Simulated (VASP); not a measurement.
Moving spin-orbit coupling in Se

The cell as given:

It takes space group Pm-3m (No. 221, cubic). The conventional cell has a = 2.811 Å, b = 2.811 Å, c = 2.811 Å, α = 90.00°, β = 90.00°, γ = 90.00°. Se (site symmetry m-3m) has 6 Se at 2.81 Å as nearest neighbours.

This isn't the form of Se at room conditions, which is trigonal, of chains.

Kept alike: task relaxation of cell and atoms; functional LDA; k mesh 7 × 7 × 7; occupations fermi-dirac, width 0.05 eV. Program: VASP, LDA PAW files Se, 600 eV. The mesh is that of the run's cell of 1 atom.

| spin-orbit coupling | volume (Å³/atom) |
| --- | --- |
| off | 21.171 |
| on | 21.245 |

The relaxations keep at least the cell's symmetry (Pm-3m). Relaxations stop with a little pressure left, so the last digits of a volume or edge aren't settled.

**Question.** What does spin-orbit coupling change here?

**Answer.** The volume runs from 21.171 (off) to 21.245 Å³/atom (on).
